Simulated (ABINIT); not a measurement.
# LiF (Griceite): G0W0 in ABINIT against the k mesh

How does the gap of LiF (Griceite) converge in the k mesh?

Calculated with ABINIT 10.8.3; LDA and many-body steps on it, plane waves.

**1. Starting point**

Symmetry: Fm-3m, No. 225, cubic system. The conventional cell has a = 4.028 Å, b = 4.028 Å, c = 4.028 Å, α = 90.00°, β = 90.00°, γ = 90.00°. Nearest to Li lie 6 F at 2.01 Å. Nearest to F lie 6 Li at 2.01 Å. Farther neighbours and most contacts between anions are not listed.

The cell and positions come from the Crystallography Open Database and are kept as given unless a step says otherwise.

**2. Empty states on the mesh, 6×6×6 mesh, 61 bands**

This step: ABINIT 10.8.3; DFT, LDA, plane waves, norm-conserving pseudopotentials.

The sums over transitions need many empty states on a uniform mesh; this step solves for them.

The input, run.abi:

```
acell 3*1.0 Angstrom
rprim 
  0.000000000000 2.014000000000 2.014000000000
  2.014000000000 0.000000000000 2.014000000000
  2.014000000000 2.014000000000 -0.000000000000
ntypat 2
znucl 3 9
natom 2
typat 1 2
xred 
  0.000000000000 0.000000000000 0.000000000000
  0.500000000000 0.500000000000 0.500000000000
pp_dirpath "pseudos"
pseudos "Li.upf, F.upf"
ecut 36
ngkpt 6 6 6
nshiftk 1
shiftk 0 0 0
kptopt 1
chksymbreak 0
irdden 1
istwfk *1
nband 61
prtvol 0
optdriver 6
gwr_task "HDIAGO"
paral_kgb 0
occopt 1
indata_prefix "in"
outdata_prefix "out"
tmpdata_prefix "tmp"
```

The run is started by

```sh
$ OMP_NUM_THREADS=1 mpirun -n 4 abinit run.abi > log
```

Numbers of over 12 decimals in the logs are rounded to 6 here.

The log of the run:

```text
.Version 10.8.3 of ABINIT. v10.8.2 released Aug 2026.

 Symmetries : space group Fm -3 m (#225); Bravais cF (face-center cubic)
[... echo of the input left out ...]
== DATASET  1 ==================================================================
-   mpi_nproc: 4, omp_nthreads: 1 (-1 if OMP is not activated)

--- !DatasetInfo
iteration_state: {dtset: 1, }
dimensions: {natom: 2, nkpt: 16, mband: 61, nsppol: 1, nspinor: 1, nspden: 1, mpw: 1158, }
cutoff_energies: {ecut:  36.0, pawecutdg:  -1.0, }
[...]
Direct band gap semiconductor
 Fundamental gap:     8.864 (eV)
   VBM:    -1.366 (eV) at k: [ 0.0000E+00,  0.0000E+00,  0.0000E+00]
   CBM:     7.499 (eV) at k: [ 0.0000E+00,  0.0000E+00,  0.0000E+00]
 Direct gap:         8.864 (eV) at k: [ 0.0000E+00,  0.0000E+00,  0.0000E+00]

== END DATASET(S) ==============================================================
================================================================================

 -outvars: echo values of variables after computation  --------
           etotal      0.0000000000E+00
            nband          61
             nkpt          16
          spgroup         225
 [... the other variables as echoed above ...]

 Calculation completed.
```

Elapsed: 8.5 s, on 4 MPI ranks of Arm Neoverse V1, shared host; peak memory 0.53 GiB; 34 s of CPU time.

This step gave:

```
gap                                                           : 8.864 eV
k of the valence top                                          : 0, 0, 0
k of the conduction bottom                                    : 0, 0, 0
least direct gap                                              : 8.864 eV
k points computed                                             : 16
lowest point of the top converged band, above the valence top : 100.4416 eV
```

On this mesh the gap is 8.864 eV.

The density comes from a self-consistent run that is not shown.

**3. Empty states on the mesh, 4×4×4 mesh, 21 bands**

run.abi: that of step 2 with these lines changed.

```diff
@@ -15,3 +15,3 @@
 ecut 36
-ngkpt 6 6 6
+ngkpt 4 4 4
 nshiftk 1
@@ -20,10 +20,10 @@
 chksymbreak 0
+iscf -2
 irdden 1
 istwfk *1
-nband 61
+nband 21
+nbdbuf 4
+tolwfr 1e-09
+nstep 60
 prtvol 0
-optdriver 6
-gwr_task "HDIAGO"
-paral_kgb 0
-occopt 1
 indata_prefix "in"
```

The log of the run:

```text
.Version 10.8.3 of ABINIT. v10.8.2 released Aug 2026.

 Symmetries : space group Fm -3 m (#225); Bravais cF (face-center cubic)
[... echo of the input left out ...]
== DATASET  1 ==================================================================
-   mpi_nproc: 4, omp_nthreads: 1 (-1 if OMP is not activated)

--- !DatasetInfo
iteration_state: {dtset: 1, }
dimensions: {natom: 2, nkpt: 8, mband: 21, nsppol: 1, nspinor: 1, nspden: 1, mpw: 1158, }
cutoff_energies: {ecut:  36.0, pawecutdg:  -1.0, }
[...]
-1.50840   -0.76724   -0.05018   -0.05018   -0.05018    0.27557    0.81338    0.81338
   0.81338    0.83141    0.83141    0.83141    0.93882    1.09677    1.09677    1.58893
   1.58893    1.58893    1.73022    2.33150    2.33150
 prteigrs : prtvol=0 or 1, do not print more k-points.

== END DATASET(S) ==============================================================
================================================================================

 -outvars: echo values of variables after computation  --------
            nband          21
             nkpt           8
          spgroup         225
 [... the other variables as echoed above ...]

 Calculation completed.
```

Elapsed: 2.3 s, on 4 MPI ranks; peak memory 0.07 GiB; 8.8 s of CPU time.

Numbers from this step:

* gap: 8.864 eV
* k of the valence top: 0, 0, 0
* k of the conduction bottom: 0, 0, 0
* least direct gap: 8.864 eV
* k points computed: 8
* lowest point of the top converged band, above the valence top: 43.22 eV

On this mesh the gap is 8.864 eV.

**4. Empty states on the mesh, 8×8×8 mesh, 21 bands**

run.abi: that of step 3 with these lines changed.

```diff
@@ -15,3 +15,3 @@
 ecut 36
-ngkpt 4 4 4
+ngkpt 8 8 8
 nshiftk 1
```

The log of the run:

```text
.Version 10.8.3 of ABINIT. v10.8.2 released Aug 2026.

 Symmetries : space group Fm -3 m (#225); Bravais cF (face-center cubic)
[... echo of the input left out ...]
== DATASET  1 ==================================================================
-   mpi_nproc: 4, omp_nthreads: 1 (-1 if OMP is not activated)

--- !DatasetInfo
iteration_state: {dtset: 1, }
dimensions: {natom: 2, nkpt: 29, mband: 21, nsppol: 1, nspinor: 1, nspden: 1, mpw: 1158, }
cutoff_energies: {ecut:  36.0, pawecutdg:  -1.0, }
[...]
-1.50840   -0.76724   -0.05018   -0.05018   -0.05018    0.27557    0.81338    0.81338
   0.81338    0.83141    0.83141    0.83141    0.93882    1.09677    1.09677    1.58893
   1.58893    1.58893    1.73022    2.33150    2.33150
 prteigrs : prtvol=0 or 1, do not print more k-points.

== END DATASET(S) ==============================================================
================================================================================

 -outvars: echo values of variables after computation  --------
            nband          21
             nkpt          29
          spgroup         225
 [... the other variables as echoed above ...]

 Calculation completed.
```

Wall time 4 s (4 MPI ranks); peak memory 0.23 GiB; 16 s of CPU time.

This step gave:

| Property | Result |
| --- | --- |
| gap | 8.864 eV |
| k of the valence top | 0, 0, 0 |
| k of the conduction bottom | 0, 0, 0 |
| least direct gap | 8.864 eV |
| k points computed | 29 |
| lowest point of the top converged band, above the valence top | 41.95 eV |

On this mesh the gap is 8.864 eV.

**5. Screening, 4×4×4 mesh, 17 bands, screening to 130.6 eV**

The RPA dielectric matrix is built and inverted for each q.

This step: RPA screening on LDA, plane waves, norm-conserving pseudopotentials.

run.abi: that of step 4 with these lines changed.

```diff
@@ -15,3 +15,3 @@
 ecut 36
-ngkpt 8 8 8
+ngkpt 4 4 4
 nshiftk 1
@@ -20,10 +20,11 @@
 chksymbreak 0
-iscf -2
-irdden 1
 istwfk *1
-nband 21
-nbdbuf 4
-tolwfr 1e-09
-nstep 60
-prtvol 0
+occopt 1
+irdwfk 1
+optdriver 3
+nband 17
+ecuteps 4.8
+inclvkb 2
+awtr 1
+symchi 1
 indata_prefix "in"
```

The log of the run:

```text
.Version 10.8.3 of ABINIT. v10.8.2 released Aug 2026.

 Symmetries : space group Fm -3 m (#225); Bravais cF (face-center cubic)
[... echo of the input left out ...]
== DATASET  1 ==================================================================
-   mpi_nproc: 4, omp_nthreads: 1 (-1 if OMP is not activated)

--- !DatasetInfo
iteration_state: {dtset: 1, }
dimensions: {natom: 2, nkpt: 8, mband: 17, nsppol: 1, nspinor: 1, nspden: 1, mpw: 1158, }
cutoff_energies: {ecut:  36.0, pawecutdg:  -1.0, }
electrons: {nelect:   1.00000000E+01, charge:   0.00000000E+00, occopt:   1.00000000E+00, tsmear:   1.00000000E-02, }

 SCREENING: Calculation of the susceptibility and dielectric matrices

 Based on a program developped by R.W. Godby, V. Olevano, G. Onida, and L. Reining.
 Incorporated in ABINIT by V. Olevano, G.-M. Rignanese, and M. Torrent.
.Using double precision arithmetic ; gwpc =  8

[... cell and pseudopotentials left out ...]
--------------------------------------------------------------------------------

 ==== K-mesh for the wavefunctions ====
 Number of points in the irreducible wedge :     8
[... list of points left out ...]
 Together with 48 symmetry operations and time-reversal symmetry
 yields    64 points in the full Brillouin Zone.

 ==== Q-mesh for the screening function ====
 Number of points in the irreducible wedge :     8
[... list of points left out ...]
 Together with 48 symmetry operations and time-reversal symmetry
 yields    64 points in the full Brillouin Zone.

 setmesh: FFT mesh size selected  =    20x   20x   20
          total number of points  =         8000

 vcoul_init : cutoff-mode = AUXILIARY_FUNCTION
 q-points for optical limit:   1
     1)      0.000010    0.000020    0.000030

- screening: taking advantage of time-reversal symmetry
- Maximum band index for partially occupied states nbvw = 5
- Remaining bands to be divided among processors   nbcw = 12
- Number of bands treated by each node ~3

 Number of electrons calculated from density =   10.0000; Expected =   10.0000
 average of density, n =  0.090697
 r_s =    1.3807
 omega_plasma =   29.0505 [eV]

 calculating chi0 at frequencies [eV] :
  1    0.000000E+00    0.000000E+00
  2    0.000000E+00    2.905047E+01

--------------------------------------------------------------------------------
  q-point number  1        q = ( 0.000000, 0.000000, 0.000000) [r.l.u.]
--------------------------------------------------------------------------------
[... chi0 elements left out ...]
 For q-point:  0.000010 0.000020 0.000030
  dielectric constant =   2.0207
  dielectric constant without local fields =   2.0996

  Average fulfillment of the sum rule on Im[epsilon] for q-point    1 :     22.28  [%]
[... wings left out ...]
  q-point number  2        q = ( 0.250000, 0.000000, 0.000000) [r.l.u.]
--------------------------------------------------------------------------------
[... chi0 elements left out ...]
  Average fulfillment of the sum rule on Im[epsilon] for q-point    2 :     48.00  [%]

 [... 6 further q-points ...]
```

The job ended after 2.1 s (4 MPI ranks; peak memory 0.08 GiB; 8 s of CPU time).

This step gave:

| Quantity | Value |
| --- | --- |
| ε∞ with local fields, on this mesh, along the program's q direction | 2.021 |
| the same without local fields | 2.100 |
| plasma frequency | 29.05 eV |
| plane waves in the screening matrix | 59 |

Local fields lower ε∞ by 4 %. On a Γ-centred mesh this coarse the value itself is usually too large, while a short band sum pulls it down.

**6. 4×4×4**

This step: G0W0 on LDA, plane waves, norm-conserving pseudopotentials.

run.abi: that of step 5 with these lines changed.

```diff
@@ -23,8 +23,15 @@
 irdwfk 1
-optdriver 3
+optdriver 4
 nband 17
+gwcalctyp 0
+ecutsigx 36
+symsigma 1
+nkptgw 1
+kptgw 
+  0.0000000000 0.0000000000 0.0000000000
+bdgw 
+  3 9
 ecuteps 4.8
-inclvkb 2
-awtr 1
-symchi 1
+irdscr 1
+ppmodel 1
 indata_prefix "in"
```

The log of the run:

```text
.Version 10.8.3 of ABINIT. v10.8.2 released Aug 2026.

 Symmetries : space group Fm -3 m (#225); Bravais cF (face-center cubic)
[... echo of the input left out ...]
== DATASET  1 ==================================================================
-   mpi_nproc: 4, omp_nthreads: 1 (-1 if OMP is not activated)

--- !DatasetInfo
iteration_state: {dtset: 1, }
dimensions: {natom: 2, nkpt: 8, mband: 17, nsppol: 1, nspinor: 1, nspden: 1, mpw: 1158, }
cutoff_energies: {ecut:  36.0, pawecutdg:  -1.0, }
electrons: {nelect:   1.00000000E+01, charge:   0.00000000E+00, occopt:   1.00000000E+00, tsmear:   1.00000000E-02, }

 SIGMA: Calculation of the GW corrections

 Based on a program developped by R.W. Godby, V. Olevano, G. Onida, and L. Reining.
 Incorporated in ABINIT by V. Olevano, G.-M. Rignanese, and M. Torrent.
.Using double precision arithmetic ; gwpc =  8

[... cell and pseudopotentials left out ...]
--------------------------------------------------------------------------------

 ==== K-mesh for the wavefunctions ====
 Number of points in the irreducible wedge :     8
[... list of points left out ...]
 Together with 48 symmetry operations and time-reversal symmetry
 yields    64 points in the full Brillouin Zone.

 ==== Q-mesh for screening function ====
 Number of points in the irreducible wedge :     8
[... list of points left out ...]
 Together with 48 symmetry operations and time-reversal symmetry
 yields    64 points in the full Brillouin Zone.

 vcoul_init : cutoff-mode = AUXILIARY_FUNCTION
 q-points for optical limit:   1
     1)      0.000010    0.000020    0.000030
 setmesh: FFT mesh size selected  =    30x   30x   30
          total number of points  =        27000

 Number of electrons calculated from density =   10.0000; Expected =   10.0000
 average of density, n =  0.090697
 r_s =    1.3807
 omega_plasma =   29.0505 [eV]

 === KS Band Gaps ===
  >>>> For spin  1
   Minimum direct gap =   8.8641 [eV], located at k-point      :   0.0000  0.0000  0.0000
   Fundamental gap    =   8.8641 [eV], Top of valence bands at :   0.0000  0.0000  0.0000
                                       Bottom of conduction at :   0.0000  0.0000  0.0000
 SIGMA fundamental parameters:
 PLASMON POLE MODEL  1
 number of plane-waves for SigmaX                 1139
 number of plane-waves for SigmaC and W             59
 number of plane-waves for wavefunctions          1139
 number of bands                                    17
 number of independent spin polarizations            1
 number of spinorial components                      1
 number of k-points in IBZ                           8
 number of q-points in IBZ                           8
 number of symmetry operations                      48
 number of k-points in BZ                           64
 number of q-points in BZ                           64
 number of frequencies for dSigma/dE                 9
 frequency step for dSigma/dE [eV]                0.25
 number of omega for Sigma on real axis              0
 max omega for Sigma on real axis  [eV]           0.00
 zcut for avoiding poles [eV]                     0.10

 EPSILON^-1 parameters (SCR file):
 dimension of the eps^-1 matrix on file             59
 dimension of the eps^-1 matrix used                59
 number of plane-waves for wavefunctions          1139
 number of bands                                    17
 number of q-points in IBZ                           8
 number of frequencies                               2
 number of real frequencies                          1
 number of imag frequencies                          1

 matrix elements of self-energy operator (all in [eV])

 Perturbative Calculation

--- !SelfEnergy_ee
iteration_state: {dtset: 1, }
kpoint     : [   0.000,    0.000,    0.000, ]
spin       : 1
KS_gap     :    8.864
QP_gap     :   13.612
Delta_QP_KS:    4.748
data: !SigmaeeData |
     Band     E0 <VxcDFT>   SigX SigC(E0)      Z dSigC/dE  Sig(E)    E-E0       E
        3  -1.366 -22.704 -30.522   5.035   0.825  -0.211 -25.001  -2.297  -3.662
        4  -1.366 -22.704 -30.522   5.035   0.825  -0.211 -25.001  -2.297  -3.662
        5  -1.366 -22.704 -30.522   5.035   0.825  -0.211 -25.001  -2.297  -3.662
        6   7.499 -12.217  -6.739  -2.727   0.891  -0.123  -9.766   2.451   9.950
        7  22.133 -10.803  -3.123  -3.456   0.875  -0.143  -7.107   3.697  25.830
        8  22.133 -10.803  -3.123  -3.456   0.875  -0.143  -7.107   3.697  25.830
        9  22.133 -10.803  -3.123  -3.456   0.875  -0.143  -7.107   3.697  25.830

== END DATASET(S) ==============================================================
================================================================================

 -outvars: echo values of variables after computation  --------
           etotal      0.0000000000E+00
            nband          17
             nkpt           8
          spgroup         225
 [... the other variables as echoed above ...]

 Calculation completed.
```

Elapsed: 1.9 s, on 4 MPI ranks; peak memory 0.09 GiB.

This step gave:

```yaml
g0w0_gap_on_the_points_computed: 13.61 eV
starting_gap_on_the_mesh: 8.864 eV
k_of_the_valence_top: 0, 0, 0
k_of_the_conduction_bottom: 0, 0, 0
z_at_the_valence_top: 0.825
z_at_the_conduction_bottom: 0.891
least_direct_g0w0_gap_on_the_computed_points: 13.61 eV
```

**7. Screening, 6×6×6 mesh, 17 bands, screening to 130.6 eV**

This step: RPA screening on LDA, plane waves, norm-conserving pseudopotentials.

run.abi: that of step 6 with these lines changed.

```diff
@@ -15,3 +15,3 @@
 ecut 36
-ngkpt 4 4 4
+ngkpt 6 6 6
 nshiftk 1
@@ -23,15 +23,8 @@
 irdwfk 1
-optdriver 4
+optdriver 3
 nband 17
-gwcalctyp 0
-ecutsigx 36
-symsigma 1
-nkptgw 1
-kptgw 
-  0.0000000000 0.0000000000 0.0000000000
-bdgw 
-  3 9
 ecuteps 4.8
-irdscr 1
-ppmodel 1
+inclvkb 2
+awtr 1
+symchi 1
 indata_prefix "in"
```

The log of the run:

```text
.Version 10.8.3 of ABINIT. v10.8.2 released Aug 2026.

 Symmetries : space group Fm -3 m (#225); Bravais cF (face-center cubic)
[... echo of the input left out ...]
== DATASET  1 ==================================================================
-   mpi_nproc: 4, omp_nthreads: 1 (-1 if OMP is not activated)

--- !DatasetInfo
iteration_state: {dtset: 1, }
dimensions: {natom: 2, nkpt: 16, mband: 17, nsppol: 1, nspinor: 1, nspden: 1, mpw: 1158, }
cutoff_energies: {ecut:  36.0, pawecutdg:  -1.0, }
electrons: {nelect:   1.00000000E+01, charge:   0.00000000E+00, occopt:   1.00000000E+00, tsmear:   1.00000000E-02, }

 SCREENING: Calculation of the susceptibility and dielectric matrices

 Based on a program developped by R.W. Godby, V. Olevano, G. Onida, and L. Reining.
 Incorporated in ABINIT by V. Olevano, G.-M. Rignanese, and M. Torrent.
.Using double precision arithmetic ; gwpc =  8

[... cell and pseudopotentials left out ...]
--------------------------------------------------------------------------------

 ==== K-mesh for the wavefunctions ====
 Number of points in the irreducible wedge :    16
[... list of points left out ...]
 Together with 48 symmetry operations and time-reversal symmetry
 yields   216 points in the full Brillouin Zone.

 ==== Q-mesh for the screening function ====
 Number of points in the irreducible wedge :    16
[... list of points left out ...]
 Together with 48 symmetry operations and time-reversal symmetry
 yields   216 points in the full Brillouin Zone.

 setmesh: FFT mesh size selected  =    20x   20x   20
          total number of points  =         8000

 vcoul_init : cutoff-mode = AUXILIARY_FUNCTION
 q-points for optical limit:   1
     1)      0.000010    0.000020    0.000030

- screening: taking advantage of time-reversal symmetry
- Maximum band index for partially occupied states nbvw = 5
- Remaining bands to be divided among processors   nbcw = 12
- Number of bands treated by each node ~3

 Number of electrons calculated from density =   10.0000; Expected =   10.0000
 average of density, n =  0.090697
 r_s =    1.3807
 omega_plasma =   29.0505 [eV]

 calculating chi0 at frequencies [eV] :
  1    0.000000E+00    0.000000E+00
  2    0.000000E+00    2.905047E+01

--------------------------------------------------------------------------------
  q-point number  1        q = ( 0.000000, 0.000000, 0.000000) [r.l.u.]
--------------------------------------------------------------------------------
[... chi0 elements left out ...]
 For q-point:  0.000010 0.000020 0.000030
  dielectric constant =   2.0083
  dielectric constant without local fields =   2.0875

  Average fulfillment of the sum rule on Im[epsilon] for q-point    1 :     22.31  [%]
[... wings left out ...]
  q-point number  2        q = ( 0.166667, 0.000000, 0.000000) [r.l.u.]
--------------------------------------------------------------------------------
[... chi0 elements left out ...]
  Average fulfillment of the sum rule on Im[epsilon] for q-point    2 :     52.09  [%]

 [... 14 further q-points ...]
```

Run time: 3.9 s. Hardware: 4 MPI ranks; peak memory 0.35 GiB.

Numbers from this step:

```yaml
eps_infinity_with_local_fields_on_this_mesh_along_the_program_s_q_direction: 2.008
the_same_without_local_fields: 2.087
plasma_frequency: 29.05 eV
plane_waves_in_the_screening_matrix: 59
```

[end of part 1 of 2]

[Paths, hosts, dates, memory and timing lines, banners, echoed tables and standing remarks are left out of the program output.]

[Logs are printed without paths, hosts, clocks, repeated set-up lines and the standing remarks that a program may print on its own settings, such as how far it seeks lower states.]

[Runs of the session that timed out or met a known fault of the program may be left out.]

[Hosts, paths, dates, database ids (printed as entryN), source tags and the programs' standing remarks are cut or masked in the printed files.]

[G0W0 gaps are taken among the corrected bands and points alone; a level outside them can change the order at an edge.]

[Where Ansatz stands beside ABINIT at settings called matched, ABINIT's density can come from a denser mesh and the files from another edition; pairs whose starting gaps differed by over 0.03 eV were left out, so agreement reads better than it is.]
